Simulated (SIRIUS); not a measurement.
Zr:

```
Zr
1.0
     3.23200    0.00000    0.00000
    -1.61600    2.79899    0.00000
     0.00000    0.00000    5.14700
Zr
2
Direct
  0.66667 0.33333 0.75000
  0.33333 0.66667 0.25000
```

Base run:

```yaml
Program: SIRIUS 7.12.0
Functional: APBE
Potentials_or_basis: PseudoDojo 0.4.1 PBE standard (scalar relativistic)
Cutoff: 915 eV
Density_cutoff: 3659 eV
k_mesh: 9 × 9 × 5
Occupations: fermi-dirac, width 0.05 eV
Spin: no spin polarisation
```

Its results: band gap on the k mesh none (metal or under the smearing width); pressure 1.9 GPa.

Problem. The run is repeated on the same cell with these changes: functional from APBE to AM05; libxc names from ["XC_GGA_X_APBE", "XC_GGA_C_APBE"] to ["XC_GGA_X_AM05", "XC_GGA_C_AM05"]. What comes out?

Solution. Band gap on the k mesh none (metal or under the smearing width); pressure -2.9 GPa.

Caveats: the potentials were made for another functional, which shifts forces and pressure.

Not every run made on this cell is shown here.
